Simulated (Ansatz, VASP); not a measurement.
Two plane-wave programs on BeH4

```
Be H
1.0
     2.50684    0.00000    0.00000
     0.00000    2.50684    0.00000
     0.00000    0.00000    4.93307
Be H
1 4
Direct
  0.00000 0.00000 0.00000
  0.50000 0.00000 0.19306
  0.00000 0.50000 0.80694
  0.50000 0.00000 0.80694
  0.00000 0.50000 0.19306
```

Change from the starting cell: ordered vacancies on the cation sites of fluorite (P4/mmm, No. 123).

Alike in both runs: functional PBE; k mesh 16 × 16 × 8; occupations gaussian, width 0.1 eV; no spin polarisation.

Ansatz relaxed the structure, and its values are those at the end. VASP's run is a single point on that final structure, the one shown.

|  | VASP | Ansatz |
| --- | --- | --- |
| version | VASP 6.6.1 | Ansatz 0.2.0 |
| potentials or method | VASP PAW PBE potentials, release 64 (Be, H) | scalar-relativistic, plane waves, PAW |
| plane-wave cutoff (eV) | 520 | 420 |
| valence electrons in the cell | 6 | 6 |

|  | VASP | Ansatz | Ansatz less VASP |
| --- | --- | --- | --- |
| gap on the k mesh at the Fermi level (eV) | none | none | - |
| pressure (GPa) | -0.2 | 0.0 | +0.16 |

A gap of «none» marks a metal or a gap that the smearing closes.
